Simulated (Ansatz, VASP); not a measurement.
# PbSe: VASP beside Ansatz

INCAR

```
SYSTEM = PbSe
  ALGO = Normal
  EDIFF = 1E-6
  ENCUT = 520
  GGA = PE
  ISIF = 2
  ISMEAR = 0
  LASPH = .TRUE.
  LCHARG = .TRUE.
  LELF = .TRUE.
  LREAL = .FALSE.
  LVHAR = .TRUE.
  LWAVE = .FALSE.
  NBANDS = 17
  NELM = 60
  PREC = Accurate
  SIGMA = 0.01
```

KPOINTS

```
k-points
0
G
  10 10 10
  0 0 0
```

File POSCAR:

```
PbSe
1.0
    0.0000000000      3.1699189573      3.1699189573
    3.1699189573      0.0000000000      3.1699189573
    3.1699189573      3.1699189573      0.0000000000
Pb Se
1 1
Direct
    0.0000000000      0.0000000000      0.0000000000
    0.5000000000      0.5000000000      0.5000000000
```

Input for Ansatz:

```yaml
crystal:
  lattice:
    - [0.0, 3.1699189573, 3.1699189573]
    - [3.1699189573, 0.0, 3.1699189573]
    - [3.1699189573, 3.1699189573, 0.0]
  atoms:
    - { symbol: Pb, position: [0.0, 0.0, 0.0] }
    - { symbol: Se, position: [0.5, 0.5, 0.5] }
basis:
  ecutwfc: 420
kpoints:
  mp_grid: { grid: [10, 10, 10] }
hamiltonian:
  xc: pbe
scf:
  occupations: { method: gaussian, width: 0.01 }
output:
  forces: true
  stress: true
  eigenvalues: true
```

Alike in both runs: task single point; functional PBE; k mesh 10 × 10 × 10; occupations gaussian, width 0.01 eV; no spin polarisation.

|  | VASP | Ansatz |
| --- | --- | --- |
| version | VASP 6.6.1 | Ansatz 0.2.0 |
| potentials or method | VASP PAW PBE potentials, release 64 (Pb_d, Se) | scalar-relativistic, plane waves, PAW |
| plane-wave cutoff (eV) | 520 | 420 |
| valence electrons in the cell | 20 | 30 |

|  | VASP | Ansatz | Ansatz less VASP |
| --- | --- | --- | --- |
| gap on the k mesh at the Fermi level (eV) | 0.59 | 0.59 | -0.004 |
| least direct gap on the mesh (eV) | 0.59 | 0.59 | -0.004 |
| pressure (GPa) | -2.4 | -2.4 | +0.02 |

The functional is the same, so the differences come from potentials, cutoffs and numerics. The two sets of potentials don't hold the same shells in valence.

Caveats: spin-orbit coupling is left out, which as a rule narrows the gap of such compounds by several tenths of an eV. A k mesh can miss the band edges.
